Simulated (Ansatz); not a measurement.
SnO in the h-MgO structure at its r2SCAN geometry, in the PAW code Ansatz. The base run uses HSE06 on a modest mesh; each further run changes one setting, sensibly or not. Doubtful ones may also carry a cap on iterations. All numbers are computed, and spin polarisation is off unless an edit sets a moment.

Base input:
```yaml
crystal:
  lattice:
    - [4.125499313, 0.0, 0.0]
    - [-2.0627496565, 3.5727872084, 0.0]
    - [0.0, 0.0, 5.1854029691]
  atoms:
    - { symbol: Sn, position: [0.3333333333, 0.6666666667, 0.25] }
    - { symbol: Sn, position: [0.6666666667, 0.3333333333, 0.75] }
    - { symbol: O, position: [0.6666666667, 0.3333333333, 0.25] }
    - { symbol: O, position: [0.3333333333, 0.6666666667, 0.75] }
kpoints:
  mp_grid: { grid: [6, 6, 2] }
hamiltonian:
  xc: hse06
scf:
  occupations: { method: fixed }
  n_extra_bands: 5
output:
  forces: true
  stress: true
  eigenvalues: true
```

Base results:
```
Basis set: ecut = 420 eV, 1481 PW (Γ)
Symmetry: 24 space group operations
Space group: P63/mmc (ITA 194)
k-points: 14 of 72
Exchange kernel: α = 0.2500, screened, ω = 0.2079 Å⁻¹, Wigner–Seitz truncation, v(0) = 1001.9171 eV·Å³, q-mesh 6×6×2
hybrid SCF converged: 2 outer / 10 inner (+5 warm-up)
Free energy (F): -13188.154081 eV
Fermi energy:    9.075237 eV
--- Stress (GPa, compression-positive) ---
       -0.758233       0.000000       0.000000
        0.000000      -0.758233       0.000000
        0.000000       0.000000       2.236662
  P = ⅓ Tr σ = 0.2401 GPa (2.401 kbar)
--- Band table (eV; the first three rows and the last of 14) ---
  k-point 0: bands = […, 3.5540, 3.5540, 4.1464, 4.4705, 4.4705, 4.6722, 12.7626, 12.8623, 12.8623, 13.8027, …]
  k-point 1: bands = […, 4.0455, 4.0455, 4.0455, 4.0455, 6.4564, 6.4564, 12.2608, 12.2608, 12.9327, 12.9327, …]
  k-point 2: bands = […, 2.1291, 3.3047, 4.3876, 4.5285, 5.1667, 5.6777, 11.7554, 12.7536, 13.2271, 13.2923, …]
  k-point 13: bands = […, 2.6154, 2.6154, 4.7978, 4.7978, 9.0752, 9.0752, 9.8680, 9.8680, 11.9582, 11.9582, …]
```
The gap over this mesh is 0.793 eV.

Command: `ansatz run input.yaml --threads 4 --pin off --max-ram 3686MiB --backend cpu --events-out ev --progress --plain --runs-dir out`.

**Question.** These lines are set or replaced. What follows?
```yaml
hamiltonian:
  xc: { exchange: pbe, correlation: pbe, exx: { coeff: 0.2 } }
```

**Answer.** That is 20 % exact exchange, at all ranges, against HSE06's 25 % screened at 0.208 1/Å. The mean stress moves by +0.4 GPa and the gap on the mesh by +0.351 eV (to 1.144). Totals of different functionals aren't comparable.
```
hybrid SCF converged: 2 outer / 11 inner (+5 warm-up)
Free energy (F): -13185.699712 eV
Fermi energy:    8.899958 eV
--- Stress (GPa, compression-positive) ---
       -0.297633       0.000000       0.000000
        0.000000      -0.297633       0.000000
        0.000000       0.000000       2.661319
  P = ⅓ Tr σ = 0.6887 GPa (6.887 kbar)
--- Band table (eV; the first three rows and the last of 14) ---
  k-point 0: bands = […, 3.4492, 3.4492, 3.9281, 4.3610, 4.3610, 4.5804, 12.9780, 13.0636, 13.0636, 13.9924, …]
  k-point 1: bands = […, 3.9398, 3.9398, 3.9398, 3.9398, 6.2914, 6.2914, 12.4591, 12.4591, 13.1348, 13.1348, …]
  k-point 2: bands = […, 1.9992, 3.1995, 4.2778, 4.4367, 5.0209, 5.4847, 11.9643, 12.9671, 13.4242, 13.4907, …]
  k-point 13: bands = […, 2.5027, 2.5027, 4.7026, 4.7026, 8.9000, 8.9000, 10.0438, 10.0438, 12.1697, 12.1697, …]
```

**Question.** The input is altered as follows. How does the run end?
```yaml
kpoints:
  mp_grid: { grid: [1, 1, 1] }
```

**Answer.** The free energy moves by -998 meV an atom, the mean stress by -5.0 GPa (single components by up to 22.9) and the gap on the mesh by +7.165 eV (to 7.958). The gap changes mostly because other points are sampled; a mesh that misses a band edge overestimates it. The mesh is too coarse.
```
k-points: 1
Exchange kernel: α = 0.2500, screened, ω = 0.2079 Å⁻¹, Wigner–Seitz truncation, v(0) = 371.9046 eV·Å³, q-mesh 1×1×1
WARN: the filled states extend beyond the cell (their overlap across the Brillouin zone is 0.037, against 0 in a metal and nearly 1 for localised states). With one k-point a hybrid's gap, moments and forces can then be wrong. […]
hybrid SCF converged: 2 outer / 9 inner (+4 warm-up)
Free energy (F): -13192.147265 eV
Fermi energy:    5.057946 eV
--- Stress (GPa, compression-positive) ---
        3.254270       0.000000       0.000000
        0.000000       3.254270       0.000000
        0.000000       0.000000     -20.683401
  P = ⅓ Tr σ = -4.7250 GPa (-47.250 kbar)
```

**Question.** Predict the outcome of this edit.
```yaml
hamiltonian:
  xc:
    exchange: pbe
    correlation: pbe
    exx: { coeff: 0.05, omega: 0.2078 }
```

**Answer.** That is 5 % exact exchange, screened with ω = 0.2078 1/Å, against HSE06's 25 % screened at 0.208 1/Å. The mean stress moves by +1.6 GPa and the gap on the mesh by -0.350 eV (to 0.443). Totals of different functionals aren't comparable.
Lines that differ from the base's log, and the results:
```
Exchange kernel: α = 0.0500, screened, ω = 0.2078 Å⁻¹, Wigner–Seitz truncation, v(0) = 1002.5310 eV·Å³, q-mesh 6×6×2
hybrid SCF converged: 2 outer / 6 inner (+5 warm-up)
Free energy (F): -13182.682841 eV
Fermi energy:    9.248126 eV
--- Stress (GPa, compression-positive) ---
        0.920295       0.000000       0.000000
        0.000000       0.920295       0.000000
        0.000000       0.000000       3.654982
  P = ⅓ Tr σ = 1.8319 GPa (18.319 kbar)
```

**Question.** Predict the outcome of this edit.
```yaml
scf:
  max_iter: 69
basis:
  ecutrho_ratio: 1
```

**Answer.** The free energy moves by -68 meV an atom, the mean stress by -1.1 GPa and the gap on the mesh by +0.067 eV (to 0.860). A density grid this coarse aliases the density, so the change is an error.
```
Warning: basis.ecutrho_ratio = 1 (ecutrho = 420 eV) is below the records' recommended 1680 eV
hybrid SCF converged: 2 outer / 10 inner (+5 warm-up)
Free energy (F): -13188.427340 eV
Fermi energy:    9.093702 eV
--- Stress (GPa, compression-positive) ---
       -1.456136       0.000000       0.000000
        0.000000      -1.456136       0.000000
        0.000000       0.000000       0.262175
  P = ⅓ Tr σ = -0.8834 GPa (-8.834 kbar)
```

Spin-orbit coupling is left out, which matters wherever the heavy atoms make up the band edges.

The stress of a hybrid is loosely converged in these runs.

The meshes of the hybrids are coarse, so their gaps aren't converged to the digits shown.
